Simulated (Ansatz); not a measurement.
**Ge, dhcp: how the functional moves the structure**

All rows: Ansatz, plane waves with scalar-relativistic PAW, 420 eV (500 eV for the SCAN forms), relaxed under each functional, no dispersion correction, no zero-point motion. B₀ comes from uniform scaling at fixed shape; a dash is a value not given.

```csv
functional,V (Å³/atom),cell,B₀ (GPa),magnetic state,ΔE to diamond (meV/atom)
PBE,19.53,"a = 3.022 Å, c = 9.877 Å (c/a = 3.269)",62,spin not included,334
r²SCAN,18.85,"a = 3.025 Å, c = 9.509 Å (c/a = 3.143)",67,spin not included,588
PBEsol,18.47,"a = 2.988 Å, c = 9.553 Å (c/a = 3.197)",73,spin not included,279
LDA,18.05,"a = 2.969 Å, c = 9.462 Å (c/a = 3.187)",74,spin not included,316
revPBE,19.88,"a = 3.037 Å, c = 9.956 Å (c/a = 3.278)",58,spin not included,352
RPBE,20.02,"a = 3.044 Å, c = 9.980 Å (c/a = 3.279)",60,spin not included,359
BLYP,21.79,"a = 3.123 Å, c = 10.320 Å (c/a = 3.305)",47,spin not included,505
```

LDA gives the smallest volume and BLYP the largest.
